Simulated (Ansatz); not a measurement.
Crystal: HfO2.

```xyz
12
Lattice="5.2195 0.0000 0.0000 0.0000 5.0048 0.0000 0.0000 0.0000 5.0327" Properties=species:S:1:pos:R:3 pbc="T T T"
Hf    5.0472    3.6661    3.7314
Hf    2.7820    3.6661    1.2151
Hf    2.4375    1.3387    3.7314
Hf    0.1723    1.3387    1.2151
O     3.2994    4.6477    4.4251
O     4.5298    4.6477    1.9087
O     1.2211    2.7020    2.4776
O     1.3886    2.7020    4.9939
O     3.9984    2.3028    4.9939
O     3.8308    2.3028    2.4776
O     0.6896    0.3571    4.4251
O     1.9201    0.3571    1.9087
```

Measurements of this composition are mostly on another form, of space group No. 14.

| Quantity | Value |
| --- | --- |
| Program | Ansatz 0.2.0 |
| Task | relaxation of cell and atoms |
| Functional | PBEsol |
| Potentials or basis | Ansatz PAW |
| Cutoff | 420 eV (not typed: the program's choice for these potentials) |
| k mesh | 4 × 5 × 4 |
| Occupations | fermi-dirac, width 0.05 eV |
| Spin | no spin polarisation |
| Hubbard terms | Hf d U = 2 eV |

At the start: volume 10.96 Å³/atom.

Task: How do energy, volume and symmetry change on relaxing?

Result: It ends after 9 steps and the volume is 11.15 Å³/atom (+1.8 %); space group Pca2_1 (No. 29, to 0.05 Å).

The path:
```tsv
step	energy change (eV)	largest force (eV/Å)	volume (Å³)
1	0.0000	0.1136	131.46
2	-0.0163	0.0547	134.18
3	-0.0205	0.0584	133.76
4	-0.0215	0.0289	133.66
5	-0.0212	0.0191	133.77
6	-0.0214	0.0102	133.74
7	-0.0348	0.0095	133.74
8	-0.0344	0.0002	133.84
9	-0.0347	0.0002	133.84
```

Final structure:
```xyz
12
Lattice="5.2431 0.0000 0.0000 0.0000 5.0412 0.0000 0.0000 0.0000 5.0637" Properties=species:S:1:pos:R:3 pbc="T T T"
Hf    5.0717    3.6948    3.7500
Hf    2.7930    3.6948    1.2182
Hf    2.4501    1.3464    3.7500
Hf    0.1715    1.3464    1.2182
O     3.3233    4.6853    4.4652
O     4.5413    4.6853    1.9334
O     1.2288    2.7173    2.4843
O     1.3928    2.7173    5.0161
O     4.0143    2.3239    5.0161
O     3.8504    2.3239    2.4843
O     0.7018    0.3558    4.4652
O     1.9198    0.3558    1.9334
```

Caveat: the plane-wave basis is chosen anew once the cell has moved, so the energies of steps on either side of that aren't comparable; the pressure holds a Pulay correction of +0.9 GPa for the finite cutoff; the PAW data sets come from PBE, with cores solved anew for the run's functional, which leaves a small shift of forces and pressure.
